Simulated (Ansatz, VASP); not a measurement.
**KBr: VASP beside Ansatz**

```
CELL_PARAMETERS angstrom
0.00000 3.55590 3.42420
3.55590 0.00000 3.42420
3.55590 3.55590 0.00000
ATOMIC_POSITIONS crystal
K 0.00000 0.00000 0.00000
Br 0.50000 0.50000 0.50000
```

Change from the starting cell: strain +0.080 along x and y, +0.040 along z, atoms carried along.

Alike in both runs: task single point; functional PBEsol; k mesh 6 × 6 × 6; occupations gaussian, width 0.05 eV; no spin polarisation.

|  | VASP | Ansatz |
| --- | --- | --- |
| version | VASP 6.6.1 | Ansatz 0.2.0 |
| potentials or method | VASP PAW PBE potentials, release 64 (K_sv, Br) | scalar-relativistic, plane waves, PAW |
| plane-wave cutoff (eV) | 520 | 420 |
| valence electrons in the cell | 16 | 16 |

|  | VASP | Ansatz | Ansatz less VASP |
| --- | --- | --- | --- |
| gap on the k mesh at the Fermi level (eV) | 3.88 | 3.88 | +0.002 |
| least direct gap on the mesh (eV) | 3.88 | 3.88 | +0.002 |
| pressure (GPa) | -1.9 | -1.9 | -0.01 |
| largest component of the traceless stress (GPa) | 0.20 | 0.19 | -0.007 |

With one functional, cell and mesh, what is left measures potentials, basis and numerics.

Caveats: the PAW data sets were made with another functional, which shifts forces and pressure a little (VASP).
